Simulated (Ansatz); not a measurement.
**Random displacements in BN**

Method: DFT PBE, scalar-relativistic, plane waves, PAW (Ansatz). Settings: plane waves to 420 eV, k-mesh 12×12×4 (Γ-centred), Gaussian smearing 0.05 eV. No spin polarisation. Energies are free energies at this smearing, counted from the undisturbed cell; pressure is positive in compression.

Reference structure (as given, not relaxed at this level):

```
CELL_PARAMETERS angstrom
2.50399 0.00000 0.00000
-1.25200 2.16852 0.00000
0.00000 0.00000 6.66120
ATOMIC_POSITIONS crystal
B 0.33333 0.66667 0.25000
B 0.66667 0.33333 0.75000
N 0.33333 0.66667 0.75000
N 0.66667 0.33333 0.25000
```

The cell holds layers and no dispersion correction was added, so their binding is poorly described.

After a displacement of all atoms with no net shift and a strain of the cell, the run gives ΔE = 66.0 meV/atom; stress (xx, yy, zz, yz, xz, xy; compression positive) (20.66, 11.12, 1.98, -0.98, 0.23, -8.53) GPa; gap on the mesh 3.91 eV.

```tsv
atom	Fx (eV/Å)	Fy	Fz
B1	0.789	-1.793	-1.539
B2	-0.658	0.239	-0.482
N3	0.651	-0.232	0.478
N4	-0.781	1.786	1.543
```

Which displacements (Å, in the unstrained cell) and strain were applied?

```tsv
atom	ux	uy	uz
B1	-0.03	0.05	0.06
B2	0.03	-0.03	0.02
N3	0.01	-0.02	-0.03
N4	0.00	0.00	-0.06
```
Strain (Voigt, engineering shear): (-0.0218, 0.0003, -0.0078, 0.0220, 0.0098, 0.0318).

Cost: 1 run of about 0.12 core-minutes, on AMD EPYC 7R43 (Zen 3) (shared hosts).